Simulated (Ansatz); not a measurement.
Input of an Ansatz 0.2.0 run:

File input:

```
crystal:
  lattice:
    - [2.4561701622, 0.0, 0.0]
    - [-1.2280850811, 2.1271057565, 0.0]
    - [0.0, 0.0, 8.52380336]
  atoms:
    - { symbol: C, position: [0.6666666667, 0.3333333333, 0.0] }
    - { symbol: C, position: [0.3333333333, 0.6666666667, 0.0] }
hamiltonian:
  xc: { exchange: pbe, correlation: pbe, exx: { coeff: 0.25, omega: 0.3 } }
  pseudopotentials: { kind: paw }
kpoints:
  mp_grid: { grid: [6, 6, 2] }
scf:
  occupations: { method: fermi_dirac, width: 0.05 }
output:
  forces: true
  stress: true
  eigenvalues: true
  write_density: true
  write_potential: true
  elf: true
  volumetric_format: npy
relax:
  f_tol: 0.01
  max_steps: 40
  cell: { stress_tol: 0.05 }
```

Task: Estimate the space group after relaxing (to 0.05 Å).

Result: P6/mmm (No. 191).

Task: What does it give for the band gap on the k mesh?

Result: None (metal or under the smearing width).

The path:
```csv
step,energy change (eV),largest force (eV/Å),volume (Å³)
1,0.0000,0.0000,44.53
2,-0.0006,0.0000,44.41
3,-0.0007,0.0000,44.36
4,-0.0005,0.0000,44.36
```

Caveat: the k mesh is coarse (spacing up to 0.49 Å⁻¹), so the values aren't converged, least of all with exact exchange; the plane-wave basis is chosen anew once the cell has moved, so the energies of steps on either side of that aren't comparable; the PAW data sets come from PBE, with cores solved anew for the run's functional, which leaves a small shift of forces and pressure.
